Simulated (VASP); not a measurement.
Crystal: GaP.

```
Ga P
1.0
     0.00000    2.72581    2.72581
     2.72581    0.00000    2.72581
     2.72581    2.72581    0.00000
Ga P
1 1
Direct
  0.00000 0.00000 0.00000
  0.75000 0.75000 0.75000
```

The cell is a database's computed one.

- Program: VASP 6.6.1
- Task: relaxation of cell and atoms
- Functional: PBE
- Potentials or basis: VASP PAW PBE potentials, release 64 (Ga_d, P)
- Cutoff: 600 eV
- k mesh: 8 × 8 × 8
- Occupations: gaussian, width 0.02 eV
- Spin: no spin polarisation

At the start: pressure 2.4 GPa; volume 20.25 Å³/atom.

How do energy, volume and symmetry change on relaxing?

Over 3 steps the energy falls by 4.4 meV/atom and the volume is 20.86 Å³/atom (+3.0 %); space group F-43m (No. 216, to 0.05 Å).

Step by step:
| step | energy change (eV) | largest force (eV/Å) | pressure (GPa) | volume (Å³) |
| --- | --- | --- | --- | --- |
| 1 | 0.0000 | 0.0000 | 2.38 | 40.51 |
| 2 | -0.0070 | 0.0000 | -0.98 | 42.29 |
| 3 | -0.0088 | 0.0000 | -0.01 | 41.72 |

Final structure:
```
Ga P
1.0
     0.00000    2.75280    2.75280
     2.75280    0.00000    2.75280
     2.75280    2.75280    0.00000
Ga P
1 1
Direct
  0.00000 0.00000 0.00000
  0.75000 0.75000 0.75000
```
